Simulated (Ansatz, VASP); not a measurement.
# SiO2: VASP beside Ansatz

File POSCAR:

```
SiO2
1.0
    4.0179898332      0.0000000000      0.0000000000
    0.0000000000      4.0179898332      0.0000000000
    0.0000000000      0.0000000000      2.7754947722
Si O
2 4
Direct
    0.5000000000      0.5000000000      0.5000000000
    0.0000000000      0.0000000000      0.0000000000
    0.6938852014      0.6938852014      0.0000000000
    0.1938852014      0.8061147986      0.5000000000
    0.3061147986      0.3061147986      0.0000000000
    0.8061147986      0.1938852014      0.5000000000
```

The input INCAR.step1:

```
SYSTEM = SiO2
  PREC = Accurate
  ENCUT = 520
  ISMEAR = 0
  SIGMA = 0.05
  LREAL = .FALSE.
  LASPH = .TRUE.
  NELM = 60
  NBANDS = 25
  GGA = PE
  ALGO = Normal
  EDIFF = 1E-4
  LWAVE = .TRUE.
  LCHARG = .FALSE.
```

INCAR.step2

```
SYSTEM = SiO2
  PREC = Accurate
  ENCUT = 520
  EDIFF = 1E-7
  ISMEAR = 0
  SIGMA = 0.05
  LREAL = .FALSE.
  LASPH = .TRUE.
  NELM = 60
  ALGO = Normal
  ISIF = 2
  LWAVE = .FALSE.
  LCHARG = .TRUE.
  METAGGA = R2SCAN
  LMIXTAU = .TRUE.
  LELF = .TRUE.
  LVHAR = .TRUE.
  NBANDS = 25
  ISTART = 1
```

Contents of KPOINTS:

```
Automatic mesh
0
G
  6 6 8
  0 0 0
```

Input for Ansatz:

```yaml
crystal:
  lattice:
    - [4.0179898332, 0.0, 0.0]
    - [0.0, 4.0179898332, 0.0]
    - [0.0, 0.0, 2.7754947722]
  atoms:
    - { symbol: Si, position: [0.5, 0.5, 0.5] }
    - { symbol: Si, position: [0.0, 0.0, 0.0] }
    - { symbol: O, position: [0.6938852014, 0.6938852014, 0.0] }
    - { symbol: O, position: [0.1938852014, 0.8061147986, 0.5] }
    - { symbol: O, position: [0.3061147986, 0.3061147986, 0.0] }
    - { symbol: O, position: [0.8061147986, 0.1938852014, 0.5] }
basis:
  ecutwfc: 500
kpoints:
  mp_grid: { grid: [6, 6, 8] }
hamiltonian:
  xc: r2scan
scf:
  occupations: { method: gaussian, width: 0.05 }
output:
  forces: true
  stress: true
  eigenvalues: true
```

Change from the starting cell: strain -0.040 along x and y, +0.040 along z, atoms carried along.

Alike in both runs: task single point; functional r2SCAN; k mesh 6 × 6 × 8; occupations gaussian, width 0.05 eV; no spin polarisation.

|  | VASP | Ansatz |
| --- | --- | --- |
| version | VASP 6.6.1 | Ansatz 0.2.0 |
| potentials or method | VASP PAW PBE potentials, release 64 (Si, O) | scalar-relativistic, plane waves, PAW |
| plane-wave cutoff (eV) | 520 | 500 |
| valence electrons in the cell | 32 | 32 |

|  | VASP | Ansatz | Ansatz less VASP |
| --- | --- | --- | --- |
| gap on the k mesh at the Fermi level (eV) | 6.68 | 6.71 | +0.037 |
| least direct gap on the mesh (eV) | 6.68 | 6.71 | +0.037 |
| pressure (GPa) | 13.4 | 13.0 | -0.43 |
| largest component of the traceless stress (GPa) | 24.27 | 24.58 | +0.316 |
| rms of the force components (eV/Å) | 0.325 | 0.327 | +0.0021 |

Atom by atom the forces differ by 0.002 eV/Å (rms over components).

Caveats: the PAW data sets were made with another functional, which shifts forces and pressure a little (VASP). A k mesh can miss the band edges.
